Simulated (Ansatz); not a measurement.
# CoO: response to strain

CoO is deformed so: equal xx and yy strain of -3 %. What stress and forces result, by LAPW, PAW and all-electron datasets made for the crystal?

Program: Ansatz 0.2.0. Level of theory: DFT LDA, scalar-relativistic. These are calculated values, not measurements.

## 1. The starting structure

Symmetry: I4/mmm, No. 139, tetragonal system. The conventional cell has a = 3.016 Å, b = 3.016 Å, c = 4.214 Å, α = 90.00°, β = 90.00°, γ = 90.00°. Co (site symmetry 4/mmm) is surrounded by 6 O at 2.11 to 2.13 Å. O (site symmetry 4/mmm) is surrounded by 6 Co at 2.11 to 2.13 Å.

Coordinates:

```
CELL_PARAMETERS angstrom
-1.50800 1.50800 2.10725
1.50800 -1.50800 2.10725
1.50800 1.50800 -2.10725
ATOMIC_POSITIONS crystal
Co 0.00000 0.00000 0.00000
O 0.50000 0.50000 0.00000
```

Atoms are numbered in the order of the input: Co1, O2.

## 2. After the deformation

Space group I4/mmm before, I4/mmm after.

## 3. All-electron LAPW

input.yaml

```yaml
crystal:
  lattice:
    - [-1.4627601483, 1.4627601483, 2.1072499549]
    - [1.4627601483, -1.4627601483, 2.1072499549]
    - [1.4627601483, 1.4627601483, -2.1072499549]
  atoms:
    - { symbol: Co, position: [0.0, 0.0, 0.0], spin: 2.0 }
    - { symbol: O, position: [0.5, 0.5, 0.0] }
magnetization:
  spin_polarized: true
kpoints:
  mp_grid: { grid: [13, 13, 15] }
  band_path:
    path:
      - [0.0, 0.0, 0.0]
      - [0.0, 0.0, 0.5]
      - [0.25, 0.25, 0.25]
      - [0.0, 0.5, 0.0]
      - [0.0, 0.0, 0.0]
      - [0.5, 0.5, -0.5]
      - [0.3704631296, 0.6295368704, -0.3704631296]
      - [-0.3704631296, 0.3704631296, 0.3704631296]
      - [0.0, 0.0, 0.0]
    npoints: 5
scf:
  occupations: { method: fermi_dirac, width: 0.03 }
hamiltonian:
  xc: lda
  pseudopotentials: { kind: all_electron, lapw: { basis_error: 0.001 } }
output:
  forces: true
  stress: true
  eigenvalues: true
```

Command:

```
ansatz run input.yaml --threads 1 --pin off --max-ram 3072MiB --backend cpu --events-out ev --progress --plain --runs-dir out
```

## 4. PAW with frozen cores

input.yaml

```yaml
crystal:
  lattice:
    - [-1.4627601483, 1.4627601483, 2.1072499549]
    - [1.4627601483, -1.4627601483, 2.1072499549]
    - [1.4627601483, 1.4627601483, -2.1072499549]
  atoms:
    - { symbol: Co, position: [0.0, 0.0, 0.0], spin: 2.0 }
    - { symbol: O, position: [0.5, 0.5, 0.0] }
magnetization:
  spin_polarized: true
kpoints:
  mp_grid: { grid: [13, 13, 15] }
scf:
  occupations: { method: fermi_dirac, width: 0.03 }
hamiltonian:
  xc: lda
  pseudopotentials: { kind: paw }
output:
  forces: true
  stress: true
  eigenvalues: true
  efg: { contact_densities: true }
```

## 5. All-electron PAW on datasets made for the crystal

input.yaml: that of step 4 with these lines changed.

```diff
@@ -16,3 +16,3 @@
   xc: lda
-  pseudopotentials: { kind: paw }
+  pseudopotentials: { kind: all_electron, datasets: crystal }
 output:
```

(Steps that only read results are left out.)

**Question.** What will these runs give? Wanted: pressure; largest shear or deviatoric stress.

The runs gave:

| quantity | value |
| --- | --- |
| pressure | LAPW -10.60, PAW -10.43, crystal datasets -10.60 GPa |
| largest shear or deviatoric stress (LAPW) | 0.48 GPa |

What this shows: The largest part of the stress beyond the pressure is 0.48 GPa in size, in the zz component; the atoms are carried along and not relaxed. No run of the undeformed cell stands beside it, so the pressure holds what the given cell had before the change. PAW: stress within 0.17 GPa of LAPW. Crystal datasets: stress within 0.01 GPa of LAPW. The magnetic state is the one reached from the start moments in this cell; it needn't be the ground state. With one magnetic atom in the cell only ferromagnetic order fits; the real order can differ. No U acts on the open 3d shell, so the metal found here may be the functional's error. The k mesh doesn't keep the crystal's whole symmetry, which leaves small spurious terms.
